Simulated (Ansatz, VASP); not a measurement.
**C in VASP and in Ansatz**

```
CELL_PARAMETERS angstrom
0.00000 1.78014 1.78014
1.78014 0.00000 1.78014
1.78014 1.78014 0.00000
ATOMIC_POSITIONS crystal
C 0.00000 0.00000 0.00000
C 0.25000 0.25000 0.25000
```

Alike in both runs: functional r2SCAN; k mesh 12 × 12 × 12; occupations gaussian, width 0.02 eV; no spin polarisation.

Ansatz relaxed the structure, and its values are those at the end. VASP's run is a single point on that final structure, the one shown.

```csv
,VASP,Ansatz
version,VASP 6.6.1,Ansatz 0.2.0
potentials or method,"VASP PAW PBE potentials, release 64 (C)","scalar-relativistic, plane waves, PAW"
plane-wave cutoff (eV),520,500
valence electrons in the cell,8,8
```

```csv
,VASP,Ansatz,Ansatz less VASP
gap on the k mesh at the Fermi level (eV),4.36,4.39,+0.030
least direct gap on the mesh (eV),5.85,5.90,+0.045
pressure (GPa),1.1,0.0,-1.11
```

The functional is the same, so the differences come from potentials, cutoffs and numerics.

Caveats: the PAW data sets were made with another functional, which shifts forces and pressure a little (VASP).
